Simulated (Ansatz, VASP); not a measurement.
**One calculation of In, two programs**

```
In
1.0
     4.97879    0.00000    0.00000
    -2.48940    4.31176    0.00000
     0.00000    0.00000    3.07047
In
3
Direct
  0.00000 0.00000 0.00000
  0.33333 0.66667 0.50000
  0.66667 0.33333 0.50000
```

Alike in both runs: task single point; functional LDA; k mesh 8 × 8 × 11; occupations fermi-dirac, width 0.1 eV; no spin polarisation.

```csv
,VASP,Ansatz
version,VASP 6.6.1,Ansatz 0.2.0
potentials or method,"VASP PAW LDA potentials, release 64 (In_d)","plane waves (420 eV) with PAW, scalar-relativistic"
plane-wave cutoff (eV),520,420
valence electrons in the cell,39,39
```

|  | VASP | Ansatz | Ansatz less VASP |
| --- | --- | --- | --- |
| pressure (GPa) | 8.7 | 8.6 | -0.11 |
| largest component of the traceless stress (GPa) | 0.51 | 0.51 | -0.001 |

Ansatz warned: «pseudo_functional_mismatch».
